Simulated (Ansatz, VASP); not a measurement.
**One calculation of SiC, two programs**

```xyz
2
Lattice="0.0000 2.1740 2.1740 2.1740 0.0000 2.1740 2.1740 2.1740 0.0000" Properties=species:S:1:pos:R:3 pbc="T T T"
Si    0.0000    0.0000    0.0000
C     3.2610    3.2610    3.2610
```

Alike in both runs: task single point; functional PBE; k mesh 8 × 8 × 8; occupations gaussian, width 0.1 eV; no spin polarisation.

|  | VASP | Ansatz |
| --- | --- | --- |
| version | VASP 6.6.1 | Ansatz 0.2.0 |
| potentials or method | VASP PAW PBE potentials, release 64 (Si, C) | scalar-relativistic, plane waves, PAW |
| plane-wave cutoff (eV) | 520 | 420 |
| valence electrons in the cell | 8 | 8 |

```csv
,VASP,Ansatz,Ansatz less VASP
gap on the k mesh at the Fermi level (eV),1.35,1.35,+0.003
least direct gap on the mesh (eV),4.55,4.56,+0.009
pressure (GPa),4.8,4.9,+0.06
```

With one functional, cell and mesh, what is left measures potentials, basis and numerics.

A k mesh can miss the band edges. As with any semilocal functional, this PBE gap is likely too small.
